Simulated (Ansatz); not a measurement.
Ni (distorted cell), a check of forces and pressure against finite differences

Computed with the Ansatz DFT code, driven from Python.

At the Python prompt:
```pycon
>>> from dataclasses import dataclass
>>> import warnings
>>> import ansatz as az
>>> import numpy as np
>>> @dataclass
... class Settings:
...     functional: str = "pbe"
...     occupations: str = "fermi_dirac"
...     width_ev: float = 0.1
...     ecut: int = 540
...     mesh: tuple[int, ...] = (10, 9, 9)
...     scf_tol: float = 1e-09
...
>>> cfg = Settings()
>>> vectors0 = np.array([
...     [-0.02602, 1.70528, 1.70101],
...     [1.76087, -0.08488, 1.75987],
...     [1.71988, 1.72316, -0.0439],
... ])
>>> sites = [
...     ("Ni", (0.0, 0.0, 0.0), 2.0),
... ]
>>> def on_lattice(cell):
...     crystal = az.Crystal(lattice=az.Lattice.of(cell))
...     for symbol, position, moment in sites:
...         crystal = crystal.atom(symbol, position, moment=moment or None)
...     return crystal
...
>>> warnings.simplefilter("ignore", az.DeckWarning)
>>> def solve(crystal):
...     return (
...         crystal.calculation()
...         .functional(cfg.functional)
...         .occupations(cfg.occupations, width=cfg.width_ev)
...         .spin("collinear")
...         .basis(cfg.ecut, xc_grid=2)
...         .kpoints(*cfg.mesh)
...         .scf(tolerance=cfg.scf_tol)
...         .forces()
...         .stress()
...         .run(threads=1)
...     ).report
...
>>> centre = solve(on_lattice(vectors0))
>>> start = on_lattice(vectors0)
>>> # central difference: F = -(E(+h) - E(-h)) / 2h
>>> # P = -dF/dV; the difference feels the change of the plane-wave count with the cell
>>> volume = abs(np.linalg.det(vectors0))
>>> larger, smaller = (solve(on_lattice(vectors0 * (1 + sign * 0.005) ** (1 / 3)))["lagrangian_ev"] for sign in (1, -1))
>>> numerical = -(larger - smaller) / (0.01 * volume) * 160.21766
>>> print(f"pressure: analytic {np.trace(centre['stress_gpa']) / 3:.3f}, numerical {numerical:.3f} GPa")
pressure: analytic 3.063, numerical 3.068 GPa
```

Caveats:
- Other magnetic orders than the one started from may lie lower.
- For a metal this k-point mesh is coarse: on a finer one energies can move by several to tens of meV an atom and pressures by half a GPa or more, differences at one mesh by less.
- The program warned that this SCF threshold is loose for forces or stresses.
- Pressure is positive in compression.
- The cell is a database structure, distorted on purpose.
- The central difference errs as the square of the step, so the shorter step is the fairer test; what remains comes from the finite grid and the SCF threshold.
- The script silences the warnings on its input, which a real study should read.
- Finished in 44 s on 1 thread of Arm Neoverse V1 (shared host), peak memory 0.5 GiB.
